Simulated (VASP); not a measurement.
Here is a VASP 6.6.1 calculation.

INCAR

```
SYSTEM = Si
PREC     = Accurate       ! precision mode
ENCUT    = 600            ! plane-wave cutoff, eV
EDIFF    = 1E-6           ! SCF threshold, eV
ISMEAR   = 0              ! smearing method
SIGMA    = 0.02           ! smearing width, eV
LREAL    = .False.        ! projectors in reciprocal space
LASPH    = .True.         ! aspherical terms in the spheres
NELM     = 100            ! most SCF steps
ALGO     = Normal         ! electronic algorithm
ISIF     = 3              ! what is computed and relaxed
LWAVE    = .False.        ! write WAVECAR
LCHARG   = .False.        ! write CHGCAR
GGA      = PE             ! functional
IBRION   = 2              ! ionic algorithm
NSW      = 100            ! ionic steps
EDIFFG   = -0.01          ! ionic threshold
```

The input KPOINTS:

```
regular mesh
0
Gamma
  8 8 8
  0 0 0
```

The input POSCAR:

```
Si
1.0
    0.0000000000      2.7360520166      2.7360520166
    2.7360520166      0.0000000000      2.7360520166
    2.7360520166      2.7360520166      0.0000000000
Si
2
Direct
    0.7500000000      0.7500000000      0.7500000000
    0.5000000000      0.5000000000      0.5000000000
```

Potentials or basis: VASP PAW PBE potentials, release 64 (Si).

The run is started by

```sh
$ cat potpaw_PBE.64/Si/POTCAR > POTCAR
$ mpirun -np 1 vasp_std > vasp.out
```

Question: Predict the relaxed cell.

Answer: a = 3.867 Å, b = 3.867 Å, c = 3.867 Å, α = 60.00°, β = 60.00°, γ = 60.00°.

Question: Predict the space group after relaxing (to 0.05 Å).

Answer: Fd-3m (No. 227).

Question: Predict the band gap on the k mesh.

Answer: 0.65 eV, indirect (least direct gap 2.56 eV).

Question: Estimate the relaxed volume.

Answer: 20.44 Å³/atom.

Final structure:
```yaml
crystal:
  lattice:
    - [0.00000, 2.73435, 2.73435]
    - [2.73435, 0.00000, 2.73435]
    - [2.73435, 2.73435, 0.00000]
  atoms:
    - { symbol: Si, position: [0.75000, 0.75000, 0.75000] }
    - { symbol: Si, position: [0.50000, 0.50000, 0.50000] }
```

A k mesh can miss the band edges.
